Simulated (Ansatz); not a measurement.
# BeS: the band gap up the ladder of functionals

One table from this session's results is given with a row withheld; the runs are named, their logs left out.

The COD entry's cell or inner coordinates are ideal or old and differ from later refinements, so a difference from it is no clean test against experiment.

The runs shown are made with Ansatz 0.2.0. PAW datasets, plane waves. Spin-unpolarised throughout; all numbers are computed.

### The system as given

The cell was relaxed beforehand with r2SCAN.

Space group F-43m (No. 216), cubic; conventional cell a = 4.869 Å, 14.43 Å³ an atom. Near Be stand 4 S at 2.11 Å; near S stand 4 Be at 2.11 Å.

Coordinates:

```cif
data_structure
_symmetry_space_group_name_H-M 'F-43m'
_symmetry_Int_Tables_number 216
_cell_length_a 4.8686
_cell_length_b 4.8686
_cell_length_c 4.8686
_cell_angle_alpha 90.000
_cell_angle_beta 90.000
_cell_angle_gamma 90.000
_cell_volume 115.40
loop_
_atom_site_label
_atom_site_type_symbol
_atom_site_symmetry_multiplicity
_atom_site_Wyckoff_symbol
_atom_site_fract_x
_atom_site_fract_y
_atom_site_fract_z
_atom_site_occupancy
Be1 Be 4 a 0.00000 0.00000 0.00000 1
S1 S 4 d 0.25000 0.25000 0.75000 1
```

Set-up of the first run:

The input, input.yaml:

```yaml
crystal:
  lattice:
    - [0.0, 2.4343066371, 2.4343066371]
    - [2.4343066371, 0.0, 2.4343066371]
    - [2.4343066371, 2.4343066371, 0.0]
  atoms:
    - { symbol: Be, position: [0.0, 0.0, 0.0] }
    - { symbol: S, position: [0.25, 0.25, 0.25] }
kpoints:
  mp_grid: { grid: [10, 10, 10] }
  band_path:
    path:
      - [[0.0, 0.0, 0.0], [-0.5, -0.5, -2.721096653109e-34], [-0.375, -0.375, 0.25]]
      - [[-0.375, 2.135418584725e-17, 0.375], [0.0, 0.0, 0.0], [-1.017378993198e-19, -1.017378993198e-19, 0.5], [-0.5, -0.25, 0.25], [-0.5, -0.5, -2.721096653109e-34]]
    npoints: 10
hamiltonian:
  xc: pbe
scf:
  occupations: { method: fermi_dirac, width: 0.02 }
  n_extra_bands: 4
output:
  forces: true
  stress: true
  eigenvalues: true
  write_density: true
  write_potential: true
  elf: true
  volumetric_format: npy
```

Command:

```sh
$ ansatz run input.yaml --threads 1 --pin off --max-ram 2304MiB --backend cpu --events-out ev --progress --plain --runs-dir out
```

Among the steps run: Band structure with PBE; r2SCAN at the same geometry; Single point with HSE06; PBE0; Single point with LDA; G0W0 on PBE; One-shot GW from PBE; DDH-PBE0 at the same geometry; LC-ωPBE at the same geometry; r2SCAN0.

One table of the session follows, with a row left open; its other results are not shown here.

| level | gap (eV) |
| --- | --- |
| PBE | 3.14 |
| r2SCAN | 3.59 |
| HSE06 | 4.09 |
| PBE0 | 4.80 |
| LDA | 2.92 |
| G0W0@PBE (86 empty bands) | 4.38 |
| G0W0@PBE (213 empty bands) | 4.53 |
| DDH-PBE0 | 4.39 |
| LC-ωPBE | ? |
| r2SCAN0 | 5.06 |

**Question.** Estimate the row for LC-ωPBE.

The run gave: gap (eV): 8.90. In the column «gap (eV)» it is the highest.

Meshes: PBE 10×10×10, r2SCAN 10×10×10, HSE06 6×6×6, PBE0 6×6×6, LDA 10×10×10, DDH-PBE0 6×6×6, LC-ωPBE 6×6×6, r2SCAN0 6×6×6.

LDA gives the least gap, 2.92 eV, and LC-ωPBE the largest, 8.90 eV. PBE reaches 69 % of the G0W0@PBE value, and r2SCAN 79 %. PBE0 lies 0.71 eV above HSE06, which differs from it by screening the long-range exchange. G0W0 here is at a finite number of bands, screening cutoff and k mesh, not at the basis limit.

To keep in mind: Warnings in the runs' records: stress exchange threshold loose, stress scf threshold loose.
